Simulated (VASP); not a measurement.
# C in VASP: notebook

Aim: see how the results for C move with the level of theory and the settings. Levels: PBE+D3(BJ), r2SCAN+rVV10, PBE. Tasks: relaxation of cell and atoms.

Program: VASP 6.6.1. These are calculated values, not measurements. Logs are shortened: lines on timing, memory, paths and dates and some standing lists are left out, and cuts for length are marked.

## 1. The structure

The cell holds a slab with vacuum, 2 atoms: a = 2.467 Å, b = 2.467 Å, c = 18.000 Å, α = 90.00°, β = 90.00°, γ = 120.00°.

The slab is cut from a database's or a generator's crystal, which needn't be the stable form of the element.

## 2. Relaxation of cell and atoms, PBE+D3(BJ)

The input, INCAR:

```
SYSTEM = C
PREC     = Accurate       ! precision mode
ENCUT    = 600            ! plane-wave cutoff, eV
EDIFF    = 1E-6           ! SCF threshold, eV
ISMEAR   = 0              ! smearing method
SIGMA    = 0.03           ! smearing width, eV
LREAL    = .False.        ! projectors in reciprocal space
LASPH    = .True.         ! aspherical terms in the spheres
NELM     = 80             ! most SCF steps
ALGO     = Normal         ! electronic algorithm
ISIF     = 3              ! what is computed and relaxed
LWAVE    = .False.        ! write WAVECAR
LCHARG   = .False.        ! write CHGCAR
GGA      = PE             ! functional
IVDW     = 12             ! dispersion correction
IBRION   = 2              ! ionic algorithm
NSW      = 90             ! ionic steps
EDIFFG   = -0.01          ! ionic threshold
LATTICE_CONSTRAINTS= .TRUE. .TRUE. .FALSE.
KPAR     = 2
```

The input, KPOINTS:

```
regular mesh
0
Gamma
  15 15 1
  0 0 0
```

The input, POSCAR:

```
C
1.0
    2.4672912600      0.0000000000      0.0000000000
   -1.2336456300      2.1367369100      0.0000000000
    0.0000000000      0.0000000000     18.0000000000
C
2
Direct
    0.0000000000      0.0000000000      0.5000000000
    0.6666666700      0.3333333400      0.5000000000
```

Potentials or basis: VASP PAW PBE potentials, release 64 (C).

On the command line:

```
$ cat potpaw_PBE.64/C/POTCAR > POTCAR
$ mpirun -np 2 vasp_std > vasp.out
```

OUTCAR:

```text
SYSTEM = C
   PREC = Accurate
   ENCUT = 600
   EDIFF = 1E-6
   ISMEAR = 0
   LREAL = .False.
   LASPH = .True.
   NELM = 80
   ISIF = 3
   GGA = PE
   IVDW = 12
   IBRION = 2
   NSW = 90
   EDIFFG = -0.01
 IVDW          = 12

 ion  position               nearest neighbor table
   1  0.000  0.000  0.500-   2 1.42   2 1.42   2 1.42
   2  0.667  0.333  0.500-   1 1.42   1 1.42   1 1.42

  LATTYP: Found a hexagonal cell.
 ALAT       =     2.4672912600
 C/A-ratio  =     7.2954499908

  Lattice vectors:

 A1 = (   2.4672912600,   0.0000000000,   0.0000000000)
 A2 = (  -1.2336456300,   2.1367369100,   0.0000000000)
 A3 = (   0.0000000000,   0.0000000000,  18.0000000000)

Analysis of symmetry for initial positions (statically):
=====================================================================
 Subroutine PRICEL returns:
 Original cell was already a primitive cell.

 Routine SETGRP: Setting up the symmetry group for a
 hexagonal supercell.

 Subroutine GETGRP returns: Found 24 space group operations
 (whereof 12 operations were pure point group operations)
 out of a pool of 24 trial point group operations.

The static configuration has the point symmetry D_3h.
 The point group associated with its full space group is D_6h.

Analysis of symmetry for dynamics (positions and initial velocities):
=====================================================================
 Subroutine PRICEL returns:
 Original cell was already a primitive cell.

 Routine SETGRP: Setting up the symmetry group for a
 hexagonal supercell.

 Subroutine GETGRP returns: Found 24 space group operations
 (whereof 12 operations were pure point group operations)
 out of a pool of 24 trial point group operations.

The dynamic configuration has the point symmetry D_3h.
 The point group associated with its full space group is D_6h.

 Subroutine INISYM returns: Found 24 space group operations
 (whereof 12 operations are pure point group operations),
 and found     1 'primitive' translations

----------------------------------------------------------------------------------------

                                     Primitive cell

  volume of cell :      94.8951

  direct lattice vectors                    reciprocal lattice vectors
     2.467291260  0.000000000  0.000000000     0.405302777  0.234001668  0.000000000
    -1.233645630  2.136736910  0.000000000     0.000000000  0.468003335  0.000000000
     0.000000000  0.000000000 18.000000000     0.000000000  0.000000000  0.055555556

  length of vectors
     2.467291260  2.467291260 18.000000000     0.468003335  0.468003335  0.055555556

  position of ions in fractional coordinates (direct lattice)
     0.000000000  0.000000000  0.500000000
     0.666666670  0.333333340  0.500000000

  ion indices of the primitive-cell ions
   primitive index   ion index
                 1           1
                 2           2

----------------------------------------------------------------------------------------

 KPOINTS: regular mesh

Automatic generation of k-mesh.
 Grid dimensions read from file:
 generate k-points for:   15   15    1

 Generating k-lattice:

  Cartesian coordinates                     Fractional coordinates (reciprocal lattice)
     0.027020185  0.015600111  0.000000000     0.066666667  0.000000000  0.000000000
     0.000000000  0.031200222  0.000000000     0.000000000  0.066666667  0.000000000
     0.000000000  0.000000000  0.055555556     0.000000000  0.000000000  1.000000000

  Length of vectors
     0.031200222  0.031200222  0.055555556

  Shift w.r.t. Gamma in fractional coordinates (k-lattice)
     0.000000000  0.000000000  0.000000000

 Subroutine IBZKPT returns following result:
 ===========================================

 Found     27 irreducible k-points:

 Following reciprocal coordinates:
            Coordinates               Weight
  0.000000  0.000000  0.000000      1.000000
  0.066667  0.000000  0.000000      6.000000
  0.133333  0.000000  0.000000      6.000000
  0.200000  0.000000  0.000000      6.000000
  0.266667  0.000000  0.000000      6.000000
  0.333333  0.000000  0.000000      6.000000
[... 16 lines left out ...]
  0.333333  0.200000  0.000000     12.000000
  0.400000  0.200000  0.000000      6.000000
 [... further k-points ...]
   k-points           NKPTS =     27   k-points in BZ     NKDIM =     27   number of bands    NBANDS=      8
   number of dos      NEDOS =    301   number of ions     NIONS =      2
   total plane-waves  NPLWV =  57600
   dimension x,y,z NGX =    20 NGY =   20 NGZ =  144
   dimension x,y,z NGXF=    40 NGYF=   40 NGZF=  288
   ions per type =               2
   NGX,Y,Z   is equivalent  to a cutoff of  13.48, 13.48, 13.30 a.u.
   NGXF,Y,Z  is equivalent  to a cutoff of  26.95, 26.95, 26.60 a.u.
 SYSTEM =  C
   PREC   = accura    normal or accurate (medium, high low for compatibility)
   ISTART =      0    job   : 0-new  1-cont  2-samecut
   ICHARG =      2    charge: 1-file 2-atom 10-const
   ISPIN  =      1    spin polarized calculation?
   LNONCOLLINEAR =      F non collinear calculations
   LSORBIT =      F    spin-orbit coupling
   LASPH  =      T    aspherical Exc in radial PAW
   ENCUT  =  600.0 eV  44.10 Ry    6.64 a.u.   4.93  4.93 35.95*2*pi/ulx,y,z
   NELM   =     80;   NELMIN=  2; NELMDL= -5     # of ELM steps
   EDIFF  = 0.1E-05   stopping-criterion for ELM
   LREAL  =      F    real-space projection
   EDIFFG = -.1E-01   stopping-criterion for IOM
   NSW    =     90    number of steps for IOM
   IBRION =      2    ionic relax: 0-MD 1-quasi-New 2-CG
   NFREE  =      1    steps in history (QN), initial steepest desc. (CG)
   ISIF   =      3    stress and relaxation
   ISYM   =      2    0-nonsym 1-usesym 2-fastsym
   POTIM  = 0.5000    time-step for ionic-motion
   TEBEG  =    0.0;   TEEND  =   0.0 temperature during run
   PSTRESS=    0.0 pullay stress
   NELECT =       8.0000    total number of electrons
   NUPDOWN=      -1.0000    fix difference up-down
   EMIN   =  10.00;   EMAX   =-10.00  energy-range for DOS
   EFERMI =   0.00;   METHOD = LEGACY
   ISMEAR =     0;   SIGMA  =   0.03  broadening in eV -4-tet -1-fermi 0-gaus
   EFERMI_NEDOS =   21; number of points for ismear=-14 and -15
   IALGO  =     38    algorithm
   IMIX   =      4    mixing-type and parameters
     AMIX     =   0.40;   BMIX     =  1.00
     AMIX_MAG =   1.60;   BMIX_MAG =  1.00
  volume/ion in A,a.u.               =      47.45       320.19
  Fermi-wavevector in a.u.,A,eV,Ry     =   0.717833  1.356508  7.010870  0.515284
  Thomas-Fermi vector in A             =   1.806615
   LORBIT       =      0    0 simple, 1 ext, 2 COOP (PROOUT), +10 PAW based schemes
   GGA     = PE    functional components
   LHFCALC =     F    Hartree Fock is set to
   AEXX    =    0.0000 exact exchange contribution
   IVDW    =    12    specifies the selected vdW correction
   LEPSILON=     F    determine dielectric tensor
   LRPA    =     F    only Hartree local field effects (RPA)
 conjugate gradient relaxation of ions
 non-spin polarized calculation
 Gauss-broadening in eV      SIGMA  =   0.03
  energy-cutoff  :      600.00
  volume of cell :       94.90
 maximum number of plane-waves:      3225
 NGX is ok and might be reduce to    20
   NGX =  9   NGY =  9   NGZ = 71

--------------------------------------- Ionic step        1  -------------------------------------------

 number of electron       8.0000001 magnetization

 Free energy of the ion-electron system (eV)
  ---------------------------------------------------
  ext. energy  EPLUGINS =         0.00000000
  ---------------------------------------------------
  free energy    TOTEN  =       -18.45310494 eV

  energy without entropy =      -18.45280404  energy(sigma->0) =      -18.45295449

------------------------ aborting loop because EDIFF is reached ----------------------------------------

 Edisp (eV)   -0.17723

 E8    (eV) :    -0.0554

  FORCE on cell =-STRESS in cart. coord.  units (eV):
  Direction    XX          YY          ZZ          XY          YZ          ZX
  --------------------------------------------------------------------------------------
  -------------------------------------------------------------------------------------
  Total      -0.06754    -0.06754    -0.03831     0.00000     0.00000     0.00000
  in kB      -1.14029    -1.14029    -0.64684     0.00000     0.00000     0.00000
  external pressure =       -0.98 kB  Pullay stress =        0.00 kB
[... 61 lines left out ...]
  energy  without entropy=      -18.6298781742  energy(sigma->0) =      -18.63002862

--------------------------------------- Ionic step        3  -------------------------------------------

 number of electron       8.0000001 magnetization

 Free energy of the ion-electron system (eV)
  ---------------------------------------------------
  ext. energy  EPLUGINS =         0.00000000
  ---------------------------------------------------
  free energy    TOTEN  =       -18.45309501 eV

  energy without entropy =      -18.45279410  energy(sigma->0) =      -18.45294455

 E-fermi :  -2.5748     XC(G=0):  -2.4278

 val. band max:       -2.5748214619   @ k =   0.3333   0.3333   0.0000
 cond. band min:      -2.5748211235   @ k =   0.3333   0.3333   0.0000
 fundamental gap:      0.0000003384
 Fermi energy:        -2.5748212926

 k-point     1 :       0.0000    0.0000    0.0000
  band No.  band energies     occupation
      1     -22.0962      2.00000
      2     -10.1911      2.00000
      3      -5.6214      2.00000
      4      -5.6214      2.00000
      5       0.6891      0.00000
      6       1.5051      0.00000
      7       1.8438      0.00000
      8       3.0341      0.00000
[... 243 lines left out ...]
 k-point    24 :       0.4000    0.2000    0.0000
  band No.  band energies     occupation
      1     -16.2496      2.00000
      2     -15.2600      2.00000
      3     -11.4214      2.00000
      4      -4.0759      2.00000
      5      -1.2765      0.00000
      6       8.2290      0.00000
      7       8.7511      0.00000
      8       9.3302      0.00000

 [... further k-points ...]

------------------------ aborting loop because EDIFF is reached ----------------------------------------

 Edisp (eV)   -0.17727

 E8    (eV) :    -0.0554

  FORCE on cell =-STRESS in cart. coord.  units (eV):
  Direction    XX          YY          ZZ          XY          YZ          ZX
  --------------------------------------------------------------------------------------
  -------------------------------------------------------------------------------------
  Total       0.00006     0.00006    -0.04119     0.00000     0.00000    -0.00000
  in kB       0.00104     0.00104    -0.69616     0.00000     0.00000    -0.00000
  external pressure =       -0.23 kB  Pullay stress =        0.00 kB
[... 17 lines left out ...]
  FREE ENERGIE OF THE ION-ELECTRON SYSTEM (eV)
  ---------------------------------------------------
  free  energy   TOTEN  =       -18.6303649598 eV

  energy  without entropy=      -18.6300640586  energy(sigma->0) =      -18.63021451

 reached required accuracy - stopping structural energy minimisation
```

Wall time 25 s (2 MPI ranks of AMD EPYC 7R13 (Zen 3), shared host); peak memory 0.2 GiB.

What came out:

| Quantity | Value |
| --- | --- |
| Free energy | -18.6304 eV |
| Relaxed volume | 47.40 Å³/atom |
| Relaxed cell | a = 2.466 Å, b = 2.466 Å, c = 18.000 Å, α = 90.00°, β = 90.00°, γ = 120.00° |
| Space group after relaxing (to 0.05 Å) | P6/mmm (No. 191) |
| Energy gained by relaxing | 0.0 meV/atom |
| Ionic steps | 3 |
| Band gap on the k mesh | none (metal or under the smearing width) |
| Dispersion energy per atom | -0.089 eV |

Final structure:
```
C
1.0
     2.46611    0.00000    0.00000
    -1.23305    2.13571    0.00000
     0.00000    0.00000   18.00000
C
2
Direct
  0.00000 0.00000 0.50000
  0.66667 0.33333 0.50000
```

## 3. Relaxation of cell and atoms, PBE+D3(BJ)

Edit INCAR of step 2 so:

```diff
@@ -3,3 +3,3 @@
 ENCUT    = 600            ! plane-wave cutoff, eV
-EDIFF    = 1E-6           ! SCF threshold, eV
+EDIFF    = 1E-7           ! SCF threshold, eV
 ISMEAR   = 0              ! smearing method
@@ -17,3 +17,3 @@
 NSW      = 90             ! ionic steps
-EDIFFG   = -0.01          ! ionic threshold
+EDIFFG   = -0.005         ! ionic threshold
 LATTICE_CONSTRAINTS= .TRUE. .TRUE. .FALSE.
```

KPOINTS is that of step 2.

The input, POSCAR:

```
C                                       
1.0
    2.4661062413      0.0000000000      0.0000000000
   -1.2330531207      2.1357106537      0.0000000000
    0.0000000000      0.0000000000     18.0000000000
  C             
     2
Direct
     0.0000000000000000    0.0000000000000000    0.5000000000000000
     0.6666666699999979    0.3333333400000029    0.5000000000000000
```

Potentials or basis: VASP PAW PBE potentials, release 64 (C).

On the command line:

```
$ cat potpaw_PBE.64/C/POTCAR > POTCAR
$ mpirun -np 2 vasp_std > vasp.out
```

Wall time 18 s (2 MPI ranks of AMD EPYC 7R13 (Zen 3), shared host); peak memory 0.2 GiB.

It converged, with:

| Quantity | Value |
| --- | --- |
| Free energy | -18.6303 eV |
| Band gap on the k mesh | none (metal or under the smearing width) |
| Dispersion energy per atom | -0.089 eV |

Final structure:
```xyz
2
Lattice="2.4661 0.0000 0.0000 -1.2331 2.1357 0.0000 0.0000 0.0000 18.0000" Properties=species:S:1:pos:R:3 pbc="T T T"
C     0.0000    0.0000    9.0000
C     1.2331    0.7119    9.0000
```

Levels at points of the mesh, in eV from the Fermi level:
| k point | band 2 | band 3 | band 4 | band 5 | band 6 | band 7 |
| --- | --- | --- | --- | --- | --- | --- |
| (0.00, 0.00, 0.00) | -7.62 | -3.05 | -3.05 | 3.26 | 4.08 | 4.50 |

Caveat: the relaxation stopped at its first step, so nothing moved.

## 4. Relaxation of cell and atoms, r2SCAN+rVV10

The input, INCAR:

```
PREC = Accurate ; ENCUT = 600
EDIFF = 1E-6 ; ISMEAR = 0
SIGMA = 0.03 ; LREAL = F
LASPH = T ; NELM = 80
ALGO = Normal ; ISIF = 3
LWAVE = F ; LCHARG = F
METAGGA = R2SCAN ; LMIXTAU = T
LUSE_VDW = T ; IVDW_NL = 2
BPARAM = 11.95 ; CPARAM = 0.0093
IBRION = 2 ; NSW = 90
EDIFFG = -0.01 ; LATTICE_CONSTRAINTS = .TRUE. .TRUE. .FALSE.
KPAR = 2
```

The input, KPOINTS:

```
regular mesh
0
Gamma
  15 15 1
```

The input, POSCAR:

```
C
1.0
    2.4672912600      0.0000000000      0.0000000000
   -1.2336456300      2.1367369100      0.0000000000
    0.0000000000      0.0000000000     18.0000000000
C
2
Direct
    0.0000000000      0.0000000000      0.5000000000
    0.6666666700      0.3333333400      0.5000000000
```

Potentials or basis: VASP PAW PBE potentials, release 64 (C).

On the command line:

```
$ cat potpaw_PBE.64/C/POTCAR > POTCAR
$ mpirun -np 2 vasp_std > vasp.out
```

OUTCAR:

```text
PREC = Accurate
   ENCUT = 600
   EDIFF = 1E-6
   ISMEAR = 0
   LREAL = F
   LASPH = T
   NELM = 80
   ISIF = 3
   METAGGA = R2SCAN
   IVDW_NL = 2
   BPARAM = 11.95
   IBRION = 2
   NSW = 90
   EDIFFG = -0.01

 ion  position               nearest neighbor table
   1  0.000  0.000  0.500-   2 1.42   2 1.42   2 1.42
   2  0.667  0.333  0.500-   1 1.42   1 1.42   1 1.42

  LATTYP: Found a hexagonal cell.
 ALAT       =     2.4672912600
 C/A-ratio  =     7.2954499908

  Lattice vectors:

 A1 = (   2.4672912600,   0.0000000000,   0.0000000000)
 A2 = (  -1.2336456300,   2.1367369100,   0.0000000000)
 A3 = (   0.0000000000,   0.0000000000,  18.0000000000)

Analysis of symmetry for initial positions (statically):
[... 267 lines left out ...]
 fundamental gap:      0.0000045500
 Fermi energy:        -2.5898504114

 k-point     1 :       0.0000    0.0000    0.0000
  band No.  band energies     occupation
      1     -23.4540      2.00000
      2     -10.7385      2.00000
      3      -5.8229      2.00000
      4      -5.8229      2.00000
      5       0.9726      0.00000
      6       1.7729      0.00000
      7       2.0424      0.00000
      8       3.3096      0.00000
[... 243 lines left out ...]
 k-point    24 :       0.4000    0.2000    0.0000
  band No.  band energies     occupation
      1     -17.2719      2.00000
      2     -16.1292      2.00000
      3     -12.0119      2.00000
      4      -4.2058      2.00000
      5      -1.1921      0.00000
      6       8.8453      0.00000
      7       9.2725      0.00000
      8       9.8877      0.00000

 [... further k-points ...]

------------------------ aborting loop because EDIFF is reached ----------------------------------------

  FORCE on cell =-STRESS in cart. coord.  units (eV):
  Direction    XX          YY          ZZ          XY          YZ          ZX
  --------------------------------------------------------------------------------------
  -------------------------------------------------------------------------------------
  Total       -0.0058695     -0.0058695     -0.0507019     -0.0000000      0.0000000      0.0000000
  in kB       -0.0999717     -0.0999717     -0.8635809     -0.0000000      0.0000000      0.0000000
  external PRESSURE =      -0.3545081 kB  Pullay stress =       0.0000000 kB
[... 17 lines left out ...]
  FREE ENERGIE OF THE ION-ELECTRON SYSTEM (eV)
  ---------------------------------------------------
  free  energy   TOTEN  =       -19.5995740188 eV

  energy  without entropy=      -19.5992731177  energy(sigma->0) =      -19.59942357

 reached required accuracy - stopping structural energy minimisation
```

CONTCAR:

```text
C
   1.00000000000000
     2.4564863191841044    0.0000000000000000    0.0000000000000000
    -1.2282431595920522    2.1273795567630445    0.0000000000000000
     0.0000000000000000    0.0000000000000000   18.0000000000000000
  C
     2
Direct
     0.0000000000000000    0.0000000000000000    0.5000000000000000
     0.6666666699999979    0.3333333400000029    0.5000000000000000

  0.00000000E+00  0.00000000E+00  0.00000000E+00
  0.00000000E+00  0.00000000E+00  0.00000000E+00
```

Wall time 10 min (2 MPI ranks of Intel Xeon Platinum 8488C (Sapphire Rapids), shared host); peak memory 0.43 GiB.

What came out:

| Item | Value |
| --- | --- |
| Free energy | -19.5996 eV |
| Relaxed volume | 47.03 Å³/atom |
| Relaxed cell | a = 2.456 Å, b = 2.456 Å, c = 18.000 Å, α = 90.00°, β = 90.00°, γ = 120.00° |
| Space group after relaxing (to 0.05 Å) | P6/mmm (No. 191) |
| Energy gained by relaxing | 1.4 meV/atom |
| Ionic steps | 3 |
| Band gap on the k mesh | none (metal or under the smearing width) |

Step by step:
| step | energy change (eV) | largest force (eV/Å) | pressure (GPa) | volume (Å³) |
| --- | --- | --- | --- | --- |
| 1 | 0.0000 | 0.0000 | -0.72 | 94.90 |
| 2 | 0.0130 | 0.0000 | 1.72 | 92.10 |
| 3 | -0.0027 | 0.0000 | -0.04 | 94.07 |

Final structure:
```
CELL_PARAMETERS angstrom
2.45649 0.00000 0.00000
-1.22824 2.12738 0.00000
0.00000 0.00000 18.00000
ATOMIC_POSITIONS crystal
C 0.00000 0.00000 0.50000
C 0.66667 0.33333 0.50000
```

Caveat: the PAW data sets were made with another functional, which shifts forces and pressure a little.

(Continued in part 2 of 2.)
